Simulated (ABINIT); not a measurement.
BN:

```
N B
1.0
     2.55394    0.00000    0.00000
    -1.27697    2.21178    0.00000
     0.00000    0.00000    4.22685
N B
2 2
Direct
  0.33333 0.66667 0.12528
  0.66667 0.33333 0.62528
  0.33333 0.66667 0.49972
  0.66667 0.33333 0.99972
```

Measurements of this composition are mostly on another form, of space group No. 194.

Base run:

```yaml
Program: ABINIT 10.8.3 (patched build)
Functional: PBE
Potentials_or_basis: JTH PAW PBE v2.0
Cutoff: 844 eV
k_mesh: 12 × 12 × 6
Occupations: fermi-dirac, width 0.05 eV
Spin: no spin polarisation
```

Its results: band gap on the k mesh 5.19 eV, indirect (least direct gap 8.22 eV); pressure -0.2 GPa; largest force 0.015 eV/Å.

Question: The run is repeated on the same cell with these changes: potentials or basis from JTH PAW PBE v2.0 to PseudoDojo NC SR PBE v0.4 stringent; cutoff from 844 eV to 1143 eV. What comes out?

Answer: Band gap on the k mesh 5.27 eV, indirect (least direct gap 8.29 eV); pressure -0.4 GPa; largest force 0.015 eV/Å.
